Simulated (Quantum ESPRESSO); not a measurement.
# In (P6_3/mmc) in Quantum ESPRESSO: a series of runs

Aim: see how the results for In move with the level of theory and the settings. Levels: PBEsol, PBE, LDA. Tasks: phonons.

Everything below comes from runs of Quantum ESPRESSO 7.5. Logs are shortened: lines on timing, memory, paths and dates and some standing lists are left out, and cuts for length are marked.

## Step 1: The structure

Symmetry: P6_3/mmc, No. 194, hexagonal system. The conventional cell has a = 3.335 Å, b = 3.335 Å, c = 5.509 Å, α = 90.00°, β = 90.00°, γ = 120.00°. In (site symmetry -6m2) has 12 In at 3.34 to 3.36 Å as nearest neighbours.

This isn't the form of In at room conditions, which is tetragonal.

## Step 2: Phonons, PBEsol

The input, pw.in:

```
&CONTROL
  calculation = 'scf'
  prefix = 'pwscf'
  outdir = './tmp'
  pseudo_dir = './pseudo'
  tprnfor = .true.
  tstress = .true.
  disk_io = 'low'
/
&SYSTEM
  ibrav = 0
  celldm(1) = 8
  nat = 2
  ntyp = 1
  ecutwfc = 70
  nbnd = 20
  occupations = 'smearing'
  smearing = 'mv'
  degauss = 0.01469973
/
&ELECTRONS
  conv_thr = 4d-10
  electron_maxstep = 120
  mixing_beta = 0.5
/
ATOMIC_SPECIES
In   114.8180 In.upf
CELL_PARAMETERS alat
  0.7878940913546   0.0000000000000   0.0000000000000
 -0.3939470456773   0.6823362986170   0.0000000000000
  0.0000000000000   0.0000000000000   1.3013464125276
ATOMIC_POSITIONS crystal
In     0.6666666667    0.3333333333    0.7500000000
In     0.3333333333    0.6666666667    0.2500000000
K_POINTS automatic
9 9 5 0 0 0
```

The input, relax.in:

```
&CONTROL
  calculation = 'vc-relax'
  prefix = 'pwscf'
  outdir = './tmp'
  pseudo_dir = './pseudo'
  tprnfor = .true.
  tstress = .true.
  disk_io = 'low'
  nstep = 40
  forc_conv_thr = 0.0001
  etot_conv_thr = 1d-06
/
&SYSTEM
  ibrav = 0
  celldm(1) = 8
  nat = 2
  ntyp = 1
  ecutwfc = 70
  nbnd = 20
  occupations = 'smearing'
  smearing = 'mv'
  degauss = 0.01469973
/
&ELECTRONS
  conv_thr = 4d-10
  electron_maxstep = 120
  mixing_beta = 0.5
/
&IONS
  ion_dynamics = 'bfgs'
/
&CELL
  cell_dynamics = 'bfgs'
  press = 0
  press_conv_thr = 0.2
/
ATOMIC_SPECIES
In   114.8180 In.upf
CELL_PARAMETERS alat
  0.7878940913617  -0.0000000000000   0.0000000000000
 -0.3939470456808   0.6823362986109   0.0000000000000
  0.0000000000000   0.0000000000000   1.3013464125276
ATOMIC_POSITIONS crystal
In     0.6666666666    0.3333333332    0.7500000000
In     0.3333333332    0.6666666666    0.2500000000
K_POINTS automatic
9 9 5 0 0 0
```

The input, scf2.in:

```
&CONTROL
  calculation = 'scf'
  prefix = 'pwscf'
  outdir = './tmp'
  pseudo_dir = './pseudo'
  tprnfor = .true.
  tstress = .true.
  disk_io = 'low'
/
&SYSTEM
  ibrav = 0
  celldm(1) = 8
  nat = 2
  ntyp = 1
  ecutwfc = 70
  nbnd = 20
  occupations = 'smearing'
  smearing = 'mv'
  degauss = 0.01469973
/
&ELECTRONS
  conv_thr = 1d-13
  electron_maxstep = 120
  mixing_beta = 0.5
  startingpot = 'file'
  startingwfc = 'file'
/
ATOMIC_SPECIES
In   114.8180 In.upf
CELL_PARAMETERS alat
  0.7812572181214  -0.0000000000068   0.0000000000000
 -0.3906286090548   0.6765885977865   0.0000000000000
  0.0000000000000   0.0000000000000   1.2785216266362
ATOMIC_POSITIONS crystal
In     0.6666666665    0.3333333331    0.7500000000
In     0.3333333331    0.6666666665    0.2500000000
K_POINTS automatic
9 9 5 0 0 0
```

The input, ph.in:

```
phonons of In
&INPUTPH
  prefix = 'pwscf'
  outdir = './tmp'
  tr2_ph = 1d-18
  fildyn = 'dyn'
  niter_ph = 90
  alpha_mix(1) = 0.4
/
0.0000000000 0.0000000000 0.0000000000
```

The input, dynmat.in:

```
&INPUT
  fildyn = 'dyn'
  asr = 'crystal'
  filout = 'dynmat.disp'
  fileig = 'dynmat.eig'
/
```

Potentials or basis: PseudoDojo 0.4.1 SR PBEsol standard.

Command:

```console
$ OMP_NUM_THREADS=1 pw.x -in pw.in > pw.out
$ OMP_NUM_THREADS=1 pw.x -in relax.in > relax.out
$ OMP_NUM_THREADS=1 pw.x -in scf2.in > scf2.out
$ OMP_NUM_THREADS=1 ph.x -in ph.in > ph.out
$ OMP_NUM_THREADS=1 dynmat.x -in dynmat.in > dynmat.out
```

pw.out:

```text
This program is part of the open-source Quantum ESPRESSO suite
     for quantum simulation of materials; please cite
[... 9 lines left out ...]
     --------------------
     sticks:   dense  smooth     PW     G-vecs:    dense   smooth      PW
     Sum         769     769    223                28423    28423    4525

     Using Slab Decomposition

     bravais-lattice index     =            0
     lattice parameter (alat)  =       8.0000  a.u.
     unit-cell volume          =     358.2030 (a.u.)^3
     number of atoms/cell      =            2
     number of atomic types    =            1
     number of electrons       =        26.00
     number of Kohn-Sham states=           20
     kinetic-energy cutoff     =      70.0000  Ry
     charge density cutoff     =     280.0000  Ry
     scf convergence threshold =      4.0E-10
     mixing beta               =       0.5000
     number of iterations used =            8  plain     mixing
     Exchange-correlation= PBESOL
                           (   1   4  10   8   0   0   0)

     celldm(1)=   8.000000  celldm(2)=   0.000000  celldm(3)=   0.000000
     celldm(4)=   0.000000  celldm(5)=   0.000000  celldm(6)=   0.000000

     crystal axes: (cart. coord. in units of alat)
               a(1) = (   0.787894   0.000000   0.000000 )
               a(2) = (  -0.393947   0.682336   0.000000 )
               a(3) = (   0.000000   0.000000   1.301346 )

     reciprocal axes: (cart. coord. in units 2 pi/alat)
               b(1) = (  1.269206  0.732776 -0.000000 )
               b(2) = (  0.000000  1.465553  0.000000 )
               b(3) = (  0.000000 -0.000000  0.768435 )

     PseudoPot. # 1 for In read from file:
     In.upf
     Pseudo is Norm-conserving + core correction, Zval = 13.0
     Generated using ONCVPSP code by D. R. Hamann
     Using radial grid of 1940 points,  6 beta functions with:
                l(1) =   0
                l(2) =   0
                l(3) =   1
                l(4) =   1
                l(5) =   2
                l(6) =   2

     atomic species   valence    mass     pseudopotential
     In               13.00   114.81800     In( 1.00)

     24 Sym. Ops., with inversion, found (12 have fractional translation)

   Cartesian axes

     site n.     atom                  positions (alat units)
         1        In     tau(   1) = (   0.3939470   0.2274454   0.9760098  )
         2        In     tau(   2) = (  -0.0000000   0.4548909   0.3253366  )

     number of k points=    36  Marzari-Vanderbilt smearing, width (Ry)=  0.0147
                       cart. coord. in units 2pi/alat
        k(    1) = (   0.0000000   0.0000000   0.0000000), wk =   0.0049383
        k(    2) = (   0.0000000   0.0000000   0.1536870), wk =   0.0098765
        k(    3) = (   0.0000000   0.0000000   0.3073740), wk =   0.0098765
        k(    4) = (   0.0000000   0.1628392   0.0000000), wk =   0.0296296
        k(    5) = (   0.0000000   0.1628392   0.1536870), wk =   0.0592593
        k(    6) = (   0.0000000   0.1628392   0.3073740), wk =   0.0592593
[... 28 lines left out ...]
        k(   35) = (   0.4230687   0.7327765   0.1536870), wk =   0.0197531
        k(   36) = (   0.4230687   0.7327765   0.3073740), wk =   0.0197531

     Dense  grid:    28423 G-vectors     FFT dimensions: (  36,  36,  60)

     Initial potential from superposition of free atoms

     starting charge      25.9930, renormalised to      26.0000
     Starting wfcs are   18 randomized atomic wfcs +    2 random wfcs

     Self-consistent Calculation

     iteration #  1     ecut=    70.00 Ry     beta= 0.50
     Davidson diagonalization with overlap
     ethr =  1.00E-02,  avg # of iterations =  3.9

     Threshold (ethr) on eigenvalues was too large:
     Diagonalizing with lowered threshold

     Davidson diagonalization with overlap
     ethr =  4.72E-05,  avg # of iterations =  5.4

     total energy              =    -265.18626984 Ry
     estimated scf accuracy    <       0.01305438 Ry

     iteration #  2     ecut=    70.00 Ry     beta= 0.50
     Davidson diagonalization with overlap
     ethr =  5.02E-05,  avg # of iterations =  2.0

     total energy              =    -265.18804566 Ry
     estimated scf accuracy    <       0.00094053 Ry

     iteration #  3     ecut=    70.00 Ry     beta= 0.50
     Davidson diagonalization with overlap
     c_bands:  2 eigenvalues not converged
     ethr =  3.62E-06,  avg # of iterations =  4.0

     total energy              =    -265.18812676 Ry
     estimated scf accuracy    <       0.00011833 Ry

     iteration #  4     ecut=    70.00 Ry     beta= 0.50
     Davidson diagonalization with overlap
     ethr =  4.55E-07,  avg # of iterations =  2.4

     total energy              =    -265.18813547 Ry
     estimated scf accuracy    <       0.00000102 Ry

     iteration #  5     ecut=    70.00 Ry     beta= 0.50
     Davidson diagonalization with overlap
     ethr =  3.92E-09,  avg # of iterations =  5.1

     total energy              =    -265.18813723 Ry
     estimated scf accuracy    <       0.00000014 Ry

     iteration #  6     ecut=    70.00 Ry     beta= 0.50
     Davidson diagonalization with overlap
     ethr =  5.23E-10,  avg # of iterations =  2.0

     total energy              =    -265.18813723 Ry
     estimated scf accuracy    <       0.00000001 Ry

     iteration #  7     ecut=    70.00 Ry     beta= 0.50
     Davidson diagonalization with overlap
     ethr =  5.22E-11,  avg # of iterations =  2.3

     total energy              =    -265.18813724 Ry
     estimated scf accuracy    <          3.2E-09 Ry

     iteration #  8     ecut=    70.00 Ry     beta= 0.50
     Davidson diagonalization with overlap
     ethr =  1.23E-11,  avg # of iterations =  2.3

     End of self-consistent calculation

          k = 0.0000 0.0000 0.0000 (  3549 PWs)   bands (ev):

    -4.4557  -4.3993  -4.3733  -4.3733  -4.3465  -4.3465  -4.2725  -4.2725
    -4.0935  -4.0935   0.7023   5.7118   6.8050  18.5442  18.5442  20.3324
    20.3324  20.4634  21.2034  21.6383

          k = 0.0000 0.0000 0.1537 (  3538 PWs)   bands (ev):

    -4.4475  -4.4013  -4.3840  -4.3840  -4.3562  -4.3562  -4.2422  -4.2422
    -4.1035  -4.1035   0.9158   4.1867   8.7527  18.0463  18.7268  18.7268
    20.2393  20.2393  21.3034  21.6219

          k = 0.0000 0.0000 0.3074 (  3592 PWs)   bands (ev):

    -4.4284  -4.4104  -4.3892  -4.3892  -4.3763  -4.3763  -4.1855  -4.1855
    -4.1348  -4.1348   1.5642   2.6586  11.5386  14.6861  19.2255  19.2255
    19.8455  19.8455  21.4342  21.5580

          k = 0.0000 0.1628 0.0000 (  3545 PWs)   bands (ev):

    -4.4476  -4.4039  -4.3567  -4.3390  -4.3371  -4.3140  -4.2916  -4.2858
    -4.1203  -4.0893   0.9417   5.9151   7.0835  16.1151  17.4349  19.1277
    20.3514  20.8981  20.9189  22.3848

          k = 0.0000 0.1628 0.1537 (  3559 PWs)   bands (ev):

    -4.4424  -4.3989  -4.3791  -4.3545  -4.3520  -4.3238  -4.2514  -4.2493
    -4.1280  -4.1007   1.1564   4.4237   8.9925  16.3186  17.6492  18.1657
    18.8687  20.1853  20.3215  21.8285

          k = 0.0000 0.1628 0.3074 (  3568 PWs)   bands (ev):

    -4.4290  -4.4089  -4.3858  -4.3703  -4.3595  -4.3448  -4.1961  -4.1891
    -4.1530  -4.1353   1.8069   2.9015  11.7565  14.8723  16.9282  17.8727
    18.2724  19.2332  20.2439  20.8937

          k = 0.0000 0.3257 0.0000 (  3551 PWs)   bands (ev):

    -4.4897  -4.3830  -4.3461  -4.3426  -4.3167  -4.2600  -4.2516  -4.2300
    -4.1788  -4.0814   1.6693   6.5390   7.8923  12.7708  15.9934  16.9626
    18.4283  18.9239  20.1619  21.6369

          k = 0.0000 0.3257 0.1537 (  3549 PWs)   bands (ev):

    -4.4821  -4.3930  -4.3877  -4.3208  -4.3128  -4.2443  -4.2408  -4.2313
    -4.1684  -4.0956   1.8858   5.1339   9.6899  12.9978  15.9108  16.2295
    18.2165  19.0897  19.3241  21.0806

          k = 0.0000 0.3257 0.3074 (  3549 PWs)   bands (ev):

    -4.4639  -4.4330  -4.3810  -4.3491  -4.2957  -4.2673  -4.1961  -4.1849
    -4.1668  -4.1339   2.5391   3.6312  12.3078  13.6966  14.4816  15.6646
    16.9200  18.0051  19.2354  19.9821

          k = 0.0000 0.4885 0.0000 (  3542 PWs)   bands (ev):

    -4.5457  -4.4173  -4.4092  -4.3484  -4.2814  -4.2312  -4.1667  -4.1515
    -4.1308  -4.0757   2.8968   7.5743   9.1561   9.7566  14.0856  14.9180
    15.8029  18.0950  19.1369  20.9514

          k = 0.0000 0.4885 0.1537 (  3537 PWs)   bands (ev):

    -4.5337  -4.4396  -4.4189  -4.3267  -4.2994  -4.2298  -4.1520  -4.1410
    -4.1273  -4.0882   3.1136   6.3111   9.7549  11.0045  12.9743  15.1645
    16.9300  18.3211  18.3265  20.1794

          k = 0.0000 0.4885 0.3074 (  3547 PWs)   bands (ev):

    -4.5046  -4.4624  -4.4293  -4.3764  -4.2696  -4.1999  -4.1564  -4.1303
    -4.1147  -4.1107   3.7654   4.8468  10.4357  11.4804  13.6643  15.8818
    16.3413  16.9975  18.6150  19.3503
[... 99 lines left out ...]
    -4.4546  -4.4179  -4.3895  -4.3814  -4.2949  -4.2378  -4.2103  -4.1422
    -4.1201  -4.0654   3.8478   6.9993  10.0083  11.0548  11.7195  13.3495
    14.3494  17.2317  18.8856  21.7593

          k = 0.2820 0.4885 0.3074 (  3551 PWs)   bands (ev):

    -4.4552  -4.4383  -4.3821  -4.3410  -4.3023  -4.2301  -4.2241  -4.1987
    -4.0840  -4.0577   4.4980   5.5702  10.6403  11.4042  12.1608  12.7590
    14.5614  17.0695  21.1617  21.1646

          k = 0.2820 0.6514 0.0000 (  3535 PWs)   bands (ev):

    -4.4870  -4.4430  -4.3493  -4.3480  -4.2770  -4.2461  -4.1979  -4.1403
    -4.0977  -4.0734   5.2970   7.4749   9.6654  10.5356  11.4074  12.4218
    13.8597  14.5374  16.7380  23.0074

          k = 0.2820 0.6514 0.1537 (  3542 PWs)   bands (ev):

    -4.4691  -4.4358  -4.3835  -4.3427  -4.3099  -4.2178  -4.1705  -4.1361
    -4.1302  -4.0652   5.5109   7.6251   8.8476  10.1952  11.1256  13.0205
    13.6632  15.5445  18.0298  23.0040

          k = 0.2820 0.6514 0.3074 (  3542 PWs)   bands (ev):

    -4.4540  -4.4399  -4.3690  -4.3527  -4.3164  -4.2239  -4.1864  -4.1678
    -4.0901  -4.0618   6.1463   7.1460   8.5611   9.5362  10.9893  11.9860
    15.8269  17.2770  19.8785  20.9625

          k = 0.4231 0.7328 0.0000 (  3564 PWs)   bands (ev):

    -4.5005  -4.3404  -4.3404  -4.3145  -4.3145  -4.2792  -4.2077  -4.1212
    -4.1212  -4.1054   6.8400   6.8400   8.3898  12.0323  12.0323  12.4231
    12.8333  12.8333  15.7519  26.4260

          k = 0.4231 0.7328 0.1537 (  3540 PWs)   bands (ev):

    -4.4657  -4.3908  -4.3908  -4.2751  -4.2751  -4.2740  -4.2138  -4.1440
    -4.1087  -4.1087   7.0393   7.0393   8.6220  10.4980  10.4980  11.6134
    14.7220  14.7220  16.8923  24.5854

          k = 0.4231 0.7328 0.3074 (  3540 PWs)   bands (ev):

    -4.4311  -4.4311  -4.3735  -4.2742  -4.2529  -4.2529  -4.2288  -4.2284
    -4.0880  -4.0880   7.5647   7.5647   9.1268   9.1268   9.2958  10.3445
    16.9795  16.9795  19.1627  21.7292

     the Fermi energy is    10.2253 ev

!    total energy              =    -265.18813724 Ry
     estimated scf accuracy    <          9.2E-13 Ry
     smearing contrib. (-TS)   =      -0.00080944 Ry
     internal energy E=F+TS    =    -265.18732780 Ry

     The total energy is F=E-TS. E is the sum of the following terms:
     one-electron contribution =     -68.04679073 Ry
     hartree contribution      =      55.31152649 Ry
     xc contribution           =     -79.27104254 Ry
     ewald contribution        =    -173.18102101 Ry

     convergence has been achieved in   8 iterations

     Forces acting on atoms (cartesian axes, Ry/au):

     atom    1 type  1   force =     0.00000000    0.00000000    0.00000000
     atom    2 type  1   force =    -0.00000000   -0.00000000    0.00000000

     Total force =     0.000000     Total SCF correction =     0.000000

     Computing stress (Cartesian axis) and pressure

          total   stress  (Ry/bohr**3)                   (kbar)     P=      -13.19
  -0.00008820   0.00000000   0.00000000          -12.97        0.00        0.00
   0.00000000  -0.00008820   0.00000000            0.00      -12.97        0.00
  -0.00000000  -0.00000000  -0.00009264           -0.00       -0.00      -13.63

=------------------------------------------------------------------------------=
   JOB DONE.
=------------------------------------------------------------------------------=
```

Wall time 18 min (1 thread of Arm Neoverse V1, shared host); peak memory 0.09 GiB.

What came out:

```
Free energy                            : -3608.0762 eV
Relaxed volume                         : 25.64 Å³/atom
Relaxed cell                           : a = 3.307 Å, b = 3.307 Å, c = 5.413 Å, α = 90.00°, β = 90.00°, γ = 120.00°
Space group after relaxing (to 0.05 Å) : P6_3/mmc (No. 194)
Pressure after relaxing                : 0.0 GPa
Band gap on the k mesh                 : none (metal or under the smearing width)
Highest phonon frequency at Γ          : 120 cm⁻¹
```

Step by step:
```
step  energy change (eV)  largest force (eV/Å)  pressure (GPa)  volume (Å³)
   1              0.0000                0.0000           -1.32        53.08
   2             -0.0027                0.0000           -1.07        52.72
   3             -0.0055                0.0000           -0.71        52.21
   4             -0.0075                0.0000           -0.15        51.50
   5             -0.0076                0.0000            0.02        51.29
   6             -0.0077                0.0000            0.04        51.27
   7             -0.0077                0.0000            0.05        51.25
   8             -0.0078                0.0000            0.05        51.25
   9             -0.0079                0.0000            0.03        51.25
  10             -0.0079                0.0000            0.01        51.27
```

Final structure:
```yaml
crystal:
  lattice:
    - [3.30739, 0.00000, 0.00000]
    - [-1.65369, 2.86428, 0.00000]
    - [0.00000, 0.00000, 5.41252]
  atoms:
    - { symbol: In, position: [0.66667, 0.33333, 0.75000] }
    - { symbol: In, position: [0.33333, 0.66667, 0.25000] }
```

Phonon frequencies in cm⁻¹ (negative: imaginary):
| q point | frequencies |
| --- | --- |
| (0.000, 0.000, 0.000) | -7 -6 -6 33 33 120 |

Optical modes at Γ, degenerate ones joined:
```
cm⁻¹  components  symmetry  active in
  33           2       E2g      Raman
 120           1       B1g     silent
```

Caveat: the mesh is thin for the phonons of a metal.

(Continued in part 2 of 3.)
